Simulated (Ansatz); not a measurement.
# Calculation log, BeS (F-43m) (phonons)

Computed with PBEsol, all-electron LAPW in Ansatz 0.2.0, scalar-relativistic; not a measurement.

Cell and atoms were relaxed beforehand by PAW with this functional.

Command line:

```sh
ansatz run input.yaml --threads 1 --pin off --max-ram 3072MiB --backend cpu --events-out ev --progress --plain --runs-dir out
```

Input file:

```yaml
crystal:
  lattice:
    - [0.0, 2.41896313877, 2.41896313877]
    - [2.41896313877, 0.0, 2.41896313877]
    - [2.41896313877, 2.41896313877, 0.0]
  atoms:
    - { symbol: Be, position: [0.0, 0.0, 0.0] }
    - { symbol: S, position: [0.75, 0.75, 0.75] }
kpoints:
  mp_grid: { grid: [8, 8, 8] }
scf:
  occupations: { method: fixed }
hamiltonian:
  xc: pbesol
  pseudopotentials: { kind: all_electron, lapw: { basis_error: 0.001 } }
phonons:
  qmesh: [2, 2, 2]
  qpath:
    path:
      - [0.0, 0.0, 0.0]
      - [-0.5, -0.5, 0.0]
      - [-0.375, -0.375, 0.25]
      - [-0.375, 0.0, 0.375]
      - [0.0, 0.0, 0.0]
      - [0.0, 0.0, 0.5]
      - [-0.5, -0.25, 0.25]
      - [-0.5, -0.5, 0.0]
    npoints: 6
  temperatures: { t_min: 0, t_max: 1000, t_step: 100 }
```

The program printed:

```
Warning: RAYON_NUM_THREADS=1 ignored (pool sized by the plan → 1); use --threads N
LAPW: plane waves up to 7.979 Å⁻¹, error target 1.0e-3 eV per atom; small_component_spin mean_spin; Be in spheres of 0.927 Å, 4 of its electrons in bands, Dirac shells []; S in spheres of 1.105 Å, 14 of its electrons in bands, ...
Engine: ansatz 0.2.0, x86_64-unknown-linux-gnu
Pseudopotentials: kind: all_electron
Pseudopotential: Be, LAPW, valence charge 4, lapw/all_electron/scalar/gaussian/Be, Koelling and Harmon's equation, gaussian nucleus
Pseudopotential: S, LAPW, valence charge 14, lapw/all_electron/scalar/gaussian/S, Koelling and Harmon's equation, gaussian nucleus
Functional definition: PBEsol
  exchange = pbesol_x
  correlation = pbesol_c
davidson cushion auto → on  (no smearing: the cushion is to keep the highest requested band from converging to the state above it; pin scf.eigensolver.cushion to override)
Crystal: 4 atoms, lattice volume = 56.617 Å³
Basis set: ecut = 242.57799886140913 eV, 489 PW (Γ), FFT grids on a1, a2, −a1+a2+a3, exchange–correlation at level 2
Bands: 22, of which v1, the nominal top of the filled ones, is band 18 counted from 1 (17 counted from 0)
Symmetry: 16 space group operations
k-points: 39 of 256 (time reversal used)
Non-local potential: Be, projectors of the file, none
Non-local potential: S, projectors of the file, none
Initial density: superposition of atomic densities (chi_scale 0.1, normalization cell, long waves kept (reshape's long-wave potential 0.00 eV rms))
Initial wavefunctions: plane waves of lowest kinetic energy (no species holds an atomic orbital)
Functional: x = pbesol(κ = 0.804, μ = 0.12345679012345678), c = pbesol(β = 0.046)
iter 1 solved again at ethr=3.10e-3 eV; its pass at ethr=1.00e-1 eV (dr2=1.11e0 eV) is discarded
SCF iter   1: F=—  HF=-22494.803472 eV  |F-HF|=—  |Δ(HF+E_count)|=         —  Δρ=4.23e-2  dr2=1.12e0  ethr=3.10e-3  ⟨swp⟩=2.0  Hψ=6268  notcnv=0
preconditioner: auto → none  [insulator: Δε(μ)=3.293 eV  Ē_g=11.370 eV  n_scr=14 (ndim 8)  ℏωp=19.7 eV  f_vac=0.000  ε∞_Penn≈4.0]
SCF iter   2: F=—  HF=-22494.479543 eV  |F-HF|=—  |Δ(HF+E_count)|=   3.24e-1  Δρ=1.67e-2  dr2=1.52e-1  ethr=3.10e-3  ⟨swp⟩=2.1  Hψ=2381  notcnv=0
iter 3 solved again at ethr=2.22e-5 eV; its pass at ethr=4.23e-4 eV (dr2=8.01e-3 eV) is discarded
SCF iter   3: F=—  HF=-22494.445365 eV  |F-HF|=—  |Δ(HF+E_count)|=   3.42e-2  Δρ=3.18e-3  dr2=8.03e-3  ethr=2.22e-5  ⟨swp⟩=2.1  Hψ=4502  notcnv=0
SCF iter   4: F=—  HF=-22494.443794 eV  |F-HF|=—  |Δ(HF+E_count)|=         —  Δρ=7.38e-4  dr2=2.57e-4  ethr=2.22e-5  ⟨swp⟩=2.2  Hψ=2386  notcnv=0
the basis was enlarged: its passes take 84.3 KiB over the memory plan, 1 of 1 planned eigensolver slots
SCF iter   5: F=—  HF=-22494.443904 eV  |F-HF|=—  |Δ(HF+E_count)|=   1.10e-4  Δρ=5.40e-5  dr2=1.73e-6  ethr=7.15e-7  ⟨swp⟩=3.1  Hψ=2573  notcnv=0
SCF iter   6: F=—  HF=-22494.443903 eV  |F-HF|=—  |Δ(HF+E_count)|=   4.96e-7  Δρ=4.10e-6  dr2=7.89e-9  ethr=4.79e-9  ⟨swp⟩=3.2  Hψ=2733  notcnv=0  defer=1
SCF iter   7: F=-22494.443903 eV  HF=-22494.443903 eV  |F-HF|=2.18e-11  |Δ(HF+E_count)|=   8.39e-9  Δρ=3.92e-7  dr2=4.06e-11  ethr=2.19e-11  ⟨swp⟩=3.7  Hψ=2789  notcnv=0  defer=3
[... 74 lines left out ...]
SCF iter   7: F=-22494.443391 eV  HF=-22494.443391 eV  |F-HF|=7.28e-12  |Δ(HF+E_count)|=  2.91e-11  Δρ=2.74e-7  dr2=2.86e-11  ethr=8.73e-12  ⟨swp⟩=3.0  Hψ=5399  notcnv=0
SCF 7 converged in 7 iterations: F = -22494.443391 eV  dr2 = 2.86e-11
iter 1 solved again at ethr=1.03e-6 eV; its pass at ethr=1.00e-1 eV (dr2=3.72e-4 eV) is discarded
SCF iter   1: F=—  HF=-22494.443504 eV  |F-HF|=—  |Δ(HF+E_count)|=         —  Δρ=6.47e-4  dr2=3.62e-4  ethr=1.03e-6  ⟨swp⟩=5.0  Hψ=15096  notcnv=0
preconditioner: auto → none  [insulator: Δε(μ)=2.889 eV  Ē_g=11.195 eV  n_scr=16 (ndim 8)  ℏωp=19.7 eV  f_vac=0.007  ε∞_Penn≈4.1]
SCF iter   2: F=—  HF=-22494.443410 eV  |F-HF|=—  |Δ(HF+E_count)|=   9.45e-5  Δρ=2.64e-4  dr2=8.35e-5  ethr=1.00e-6  ⟨swp⟩=3.1  Hψ=5521  notcnv=0
SCF iter   3: F=—  HF=-22494.443394 eV  |F-HF|=—  |Δ(HF+E_count)|=   1.57e-5  Δρ=1.43e-4  dr2=1.62e-5  ethr=2.32e-7  ⟨swp⟩=3.0  Hψ=5409  notcnv=0
SCF iter   4: F=—  HF=-22494.443392 eV  |F-HF|=—  |Δ(HF+E_count)|=   2.59e-6  Δρ=6.66e-5  dr2=2.47e-6  ethr=4.51e-8  ⟨swp⟩=3.0  Hψ=5073  notcnv=0
iter 5 solved again at ethr=3.94e-10 eV; its pass at ethr=6.87e-9 eV (dr2=1.42e-7 eV) is discarded
SCF iter   5: F=—  HF=-22494.443391 eV  |F-HF|=—  |Δ(HF+E_count)|=   2.39e-7  Δρ=1.72e-5  dr2=1.40e-7  ethr=3.94e-10  ⟨swp⟩=2.1  Hψ=8906  notcnv=0
SCF iter   6: F=—  HF=-22494.443391 eV  |F-HF|=—  |Δ(HF+E_count)|=   1.92e-9  Δρ=2.44e-6  dr2=3.02e-9  ethr=3.88e-10  ⟨swp⟩=3.0  Hψ=5114  notcnv=0
SCF iter   7: F=-22494.443391 eV  HF=-22494.443391 eV  |F-HF|=1.09e-11  |Δ(HF+E_count)|=  7.28e-12  Δρ=2.69e-7  dr2=2.92e-11  ethr=8.39e-12  ⟨swp⟩=3.0  Hψ=5392  notcnv=0
SCF 8 converged in 7 iterations: F = -22494.443391 eV  dr2 = 2.92e-11
SCF converged after 7 iterations
Free energy (F): -22494.443903 eV
Harris-Foulkes:  -22494.443903 eV  (|F-HF|=2.18e-11)
Internal energy: -22494.443903 eV  (E = F + TS)
E sigma→0 (E₀):  -22494.443903 eV
Fermi energy:    6.126090 eV
--- Per-component energies (eV) ---
  E_band       = -2857.955520
  E_kinetic    = 22578.587782
  E_xc         = -1514.945306
  E_electrostatic = -43558.086379  (all electrons and nuclei)
  E_smearing   = -0.000000  (= −TS)
  E_closure    = 0.000000  (closes the sum)
  Σ components = -22494.443903   (vs F -22494.443903, Δ=0.00e0)
  Basis errors (estimates in eV, not in F): energy 6.1e-4 per atom: plane waves 5.6e-4 (3.4e-4 summed), levels above the bands 0.0e0, relativity 5.3e-9, radial functions 4.5e-5, core shells 1.8e-13; eigenvalues (radial functions ...
--- Forces (eV/Å), atoms counted from 1 ---
  atom   1  Be    -0.00000000    -0.00000000     0.00000000
  atom   2  S      0.00000000    -0.00000000    -0.00000000
  atom   3  Be    -0.00000000    -0.00000000     0.00000000
  atom   4  S     -0.00000000    -0.00000000    -0.00000000
  max |Σ_I F_I| component: 1.39e-17 eV/Å
--- Phonons: 6 displaced members + 2 references (amplitude of the first 0.01 Å, Σ member SCF iterations 41) ---
  ASR residual: 4.522e-4 → 0.000e0 eV/Å²; symmetrization residual: 1.453e-4 eV/Å²
  largest component of a force at the reference: 8.7e-18 eV/Å
  ASR residual per site (eV/Å²): 4.52e-4 7.60e-5
  Γ frequencies (cm⁻¹): 0.00 0.00 0.00 576.65 576.65 576.65
--- Phonons (by wavevector): 3 wavevectors in 2 supercells ---
  supercell 1 (2 cells, vectors [1, 0, 0], [0, 1, -1], [0, 0, 2] in multiples of the cell's): 2 displaced members by 0.01 Å; free energy -22494.443903 eV; taken off its force constants: by the sum rule 4.5e-4, by the ...
  symmetry images taken by strict's conditions (phonons.symmetry_images: auto; settled by no image being taken that strict refuses)
  supercell 2 (2 cells, vectors [1, 0, 0], [0, 1, 0], [0, 0, 2] in multiples of the cell's): 4 displaced members by 0.01 Å; free energy -22494.443903 eV; taken off its force constants: by the sum rule 2.1e-4, by the ...
  symmetry images taken by strict's conditions (phonons.symmetry_images: auto; settled by no image being taken that strict refuses)
  q = [0.0000, 0.0000, 0.0000] (star 1, supercell 1; hermiticity 0.00e0, symmetrization 5.27e-5): -0.00 -0.00 0.00 576.65 576.65 576.65
  q = [0.0000, 0.0000, -0.5000] (star 4, supercell 2; hermiticity 1.56e-16, symmetrization 6.94e-16): 160.32 160.32 368.39 558.54 558.54 617.19
  q = [0.0000, -0.5000, -0.5000] (star 3, supercell 1; hermiticity 8.50e-17, symmetrization 2.87e-16): 226.60 226.60 370.58 523.81 523.81 662.23
  joined force constants: q→R imaginary residual 3.22e-17
  density of states and harmonic sums: on the 22×22×22 q-mesh, interpolated from the force constants of a 2×2×2 supercell (no non-analytic term)
  largest difference from the sums on the solved wave vectors: F 4.74e-2 eV, S 7.97e-5 and C_V 3.23e-5 eV/K
```

The calculation finished and met its thresholds.

### Harmonic thermodynamics

Harmonic phonons of a crystal by Kohn-Sham DFT at the given cell, standard atomic masses, acoustic sum rule imposed; negative wavenumbers are unstable modes; sums over wave vectors interpolated from the q mesh.

```json
{
  "Zero point energy": "75.49 meV/atom"
}
```

| temperature (K) | phonon heat capacity (k_B/atom) | phonon entropy (k_B/atom) | phonon free energy (meV/atom) |
| --- | --- | --- | --- |
| 100 | 0.6862 | 0.3309 | 74.65 |
| 200 | 1.597 | 1.102 | 68.55 |
| 300 | 2.163 | 1.868 | 55.7 |
| 400 | 2.467 | 2.536 | 36.65 |
| 500 | 2.637 | 3.107 | 12.27 |
| 600 | 2.739 | 3.597 | -16.67 |
| 700 | 2.804 | 4.025 | -49.55 |
| 800 | 2.848 | 4.402 | -85.89 |
| 900 | 2.879 | 4.74 | -125.3 |
| 1000 | 2.901 | 5.044 | -167.5 |

**Zone-centre phonons**

Optical zone-centre levels upwards with Mulliken labels, activity, and the element with most of the kinetic energy.

* Point group: -43m

| number | phonon wavenumber (cm⁻¹) | label | infrared | raman | lead element |
| --- | --- | --- | --- | --- | --- |
| 1 | 576.6 | T2 | yes | yes | Be |

Phonons on the q mesh:

One row a degenerate set, branches counted upwards.

```json
{
  "Unstable phonons": "no"
}
```

```
point  q a (r.l.u.)  q b (r.l.u.)  q c (r.l.u.)  branch  phonon wavenumber (cm⁻¹)  degeneracy
Gamma             0             0             0       4                     576.6           3
    L           0.5             0             0       1                     160.3           2
    L           0.5             0             0       3                     368.4           1
    L           0.5             0             0       4                     558.5           2
    L           0.5             0             0       6                     617.2           1
    X           0.5           0.5             0       1                     226.6           2
    X           0.5           0.5             0       3                     370.6           1
    X           0.5           0.5             0       4                     523.8           2
    X           0.5           0.5             0       6                     662.2           1
```

Known limits: no LO-TO term in the interpolation; coarse q mesh; no LO-TO term at the zone centre.

Time and hardware: 3.8 min on 1 thread of Intel(R) Xeon(R) Platinum 8259CL CPU @ 2.50GHz (Skylake/Cascade Lake), on a shared host, peak memory 0.53 GiB.
